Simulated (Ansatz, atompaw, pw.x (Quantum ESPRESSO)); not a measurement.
**carbon: does the PAW (atompaw) potential hold in the solid?**

```
Element                 : C (Z = 6)
Generator               : atompaw 4.2.0.5
Type                    : PAW
Functional              : PBE
Relativity              : scalar-relativistic
Frozen core             : [He]
Valence charge          : 4
Reference configuration : 2s2 2p2
Partial waves           : 2s (bound): rc 1.15 bohr; 2s channel at -0.7 Ry: rc 1.15 bohr; 2p (bound): rc 2.20 bohr; 2p channel at 3.9 Ry: rc 2.20 bohr; 3d channel at 0.2 Ry: rc 2.20 bohr; 3d channel at 1.8 Ry: rc 2.20 bohr
Local potential         : bessel scheme, radius 1.55 bohr
Core correction         : smooth core density matched at 1.75 bohr
Augmentation charge     : sinc compensation charge, radius 1.75 bohr; PAW radius 2.20 bohr; waves and projectors: custom rrkj gramschmidtortho
```

Crystal test: fcc C in pw.x 7.5, no spin, 18³ k-points, Fermi–Dirac smearing 0.01 Ry, cutoffs 40/400 Ry. The reference is all-electron LAPW (Ansatz 0.2.0) with the same functional, mesh and smearing; V0 and B0 come from Birch–Murnaghan fits to the pressures at five volumes. Errors are pseudo minus all-electron; Δ is the rms difference of the E(V) curves that follow from these fits, minima aligned, over ±6 % about the mean V0. Mesh and smearing are coarse, so the numbers serve the comparison and aren't converged zero-temperature values; the lattice is a test structure that the element need not adopt.

```json
{"V (Å³/atom)": "7.083", "P all-electron (GPa)": "5.44", "P pseudo (GPa)": "29.08"}
{"V (Å³/atom)": "7.270", "P all-electron (GPa)": "1.19", "P pseudo (GPa)": "23.14"}
{"V (Å³/atom)": "7.456", "P all-electron (GPa)": "-2.58", "P pseudo (GPa)": "17.84"}
{"V (Å³/atom)": "7.642", "P all-electron (GPa)": "-5.94", "P pseudo (GPa)": "13.08"}
{"V (Å³/atom)": "7.829", "P all-electron (GPa)": "-8.92", "P pseudo (GPa)": "8.83"}
```

All-electron: a0 = 3.083 Å (V0 = 7.33 Å³/atom), B0 = 151.8 GPa.

Pseudopotential: mean pressure error (GPa): +20.55. The pressure does not cross zero within the volumes sampled, so no fit is given. The largest radius (2.20 bohr) exceeds half the bond length (2.07 bohr), so the spheres overlap, which is one possible source of error among others. This is a poor potential for the solid.

**Question.** At the middle volume, how do free energy and pressure move when the wave cutoff is lowered (ecutrho held at 400 Ry)?

**Answer.**

```tsv
cutoff (Ry)	shift of F (meV/atom)	shift of P (GPa)
18	+77.8	-4.83
24	+18.6	-1.76
32	+1.2	+0.03
```

The run at the middle volume (195 k-points, 6 iterations) took about 6.5 s on one core of a shared host (Intel(R) Xeon(R) Platinum 8488C, 192 threads, 744 GiB, load 78).
